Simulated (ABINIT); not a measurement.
A run of ABINIT 10.8.3 (patched build):

run.abi

```
pp_dirpath "./"
pseudos "Cu.GGA_PBE-JTH.xml, O.GGA_PBE-JTH.xml"

acell 5.4877338993 5.4877338993 9.6982677872
rprim
     0.8073908076    -0.5900170200     0.0000000000
     0.8073908076     0.5900170200     0.0000000000
    -0.1676798045     0.0000000000     0.9858415102
ntypat 2
znucl 29 8
natom 4
typat 1 1 2 2
xred
     0.0032000000     0.4968000000     0.0000000000
     0.4968000000     0.0032000000     0.5000000000
     0.5714000000     0.4056000000     0.2537000000
     0.4056000000     0.5714000000     0.7537000000
chkprim 0
chksymtnons 0
tolsym 1.0e-6

ecut 707.496042 eV
pawecutdg 48.0
pawxcdev 0

kptopt 1
ngkpt 8 8 4
nshiftk 1
shiftk 0.0 0.0 0.0

ixc -116133

nband 30
occopt 3
tsmear 0.00183747

nstep 100
tolvrs 1.0e-9

iomode 3
prtwf 0
prteig 0
prtebands 0
enunit 2
prtden 1
prtvha 1
prtvclmb 1
prtpot 1
```

Potentials or basis: JTH PAW PBE v2.0.

Run with:

```bash
$ abinit run.abi > log 2>&1
```

Hardware: 1 thread of Arm Neoverse V1, on a shared host.

Estimate the wall time of this run.

Run time: 4 min on 1 thread of Arm Neoverse V1 (shared host), peak memory 0.22 GiB. Counts: scf iterations 19, mpi ranks 1, k points 78, bands 30, plane waves 1757.
